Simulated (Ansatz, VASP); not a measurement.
## PbO (Litharge): VASP beside Ansatz

The input INCAR:

```
SYSTEM = PbO
PREC = Accurate
ENCUT = 520
EDIFF = 1E-6
ISMEAR = -1
SIGMA = 0.05
LREAL = .FALSE.
LASPH = .TRUE.
NELM = 80
ALGO = Normal
ISIF = 2
LWAVE = .FALSE.
LCHARG = .TRUE.
GGA = PE
LELF = .TRUE.
LVHAR = .TRUE.
NBANDS = 28
```

Contents of KPOINTS:

```
Automatic mesh
0
G
  7 7 6
  0 0 0
```

Contents of POSCAR:

```
PbO
1.0
    4.0164246111      0.0000000000      0.0000000000
    0.0000000000      4.0164246111      0.0000000000
    0.0000000000      0.0000000000      5.0431797749
Pb O
2 2
Direct
    0.5000000000      0.0000000000      0.7600000000
    0.0000000000      0.5000000000      0.2400000000
    0.5000000000      0.5000000000      0.0000000000
    0.0000000000      0.0000000000      0.0000000000
```

Contents of input.yaml:

```yaml
crystal:
  lattice:
    - [4.0164246111, 0.0, 0.0]
    - [0.0, 4.0164246111, 0.0]
    - [0.0, 0.0, 5.0431797749]
  atoms:
    - { symbol: Pb, position: [0.5, 0.0, 0.76] }
    - { symbol: Pb, position: [0.0, 0.5, 0.24] }
    - { symbol: O, position: [0.5, 0.5, 0.0] }
    - { symbol: O, position: [0.0, 0.0, 0.0] }
kpoints:
  mp_grid: { grid: [7, 7, 6] }
scf:
  occupations: { method: fermi_dirac, width: 0.05 }
hamiltonian:
  xc: pbe
  pseudopotentials: { kind: all_electron, lapw: { basis_error: 0.001 } }
output:
  forces: true
  stress: true
  eigenvalues: true
```

Change from the starting cell: volume scaled by 1.02.

Alike in both runs: task single point; functional PBE; k mesh 7 × 7 × 6; occupations fermi-dirac, width 0.05 eV; no spin polarisation.

|  | VASP | Ansatz |
| --- | --- | --- |
| version | VASP 6.6.1 | Ansatz 0.2.0 |
| potentials or method | VASP PAW PBE potentials, release 64 (Pb_d, O) | all-electron LAPW, scalar-relativistic |
| plane-wave cutoff (eV) | 520 | see its input |

```tsv
	VASP	Ansatz	Ansatz less VASP
gap on the k mesh at the Fermi level (eV)	1.45	1.44	-0.007
least direct gap on the mesh (eV)	2.33	2.33	-0.002
pressure (GPa)	1.4	1.3	-0.04
largest component of the traceless stress (GPa)	0.61	0.60	-0.003
rms of the force components (eV/Å)	0.091	0.105	+0.0141
```

Atom by atom the forces differ by 0.014 eV/Å (rms over components). Ansatz ran all-electron here, so the differences hold the error of VASP's frozen core and of both bases.

Caveats: spin-orbit coupling is left out, which as a rule narrows the gap of such compounds by several tenths of an eV; an odd mesh through Γ misses points on the zone boundary, where band edges often lie.
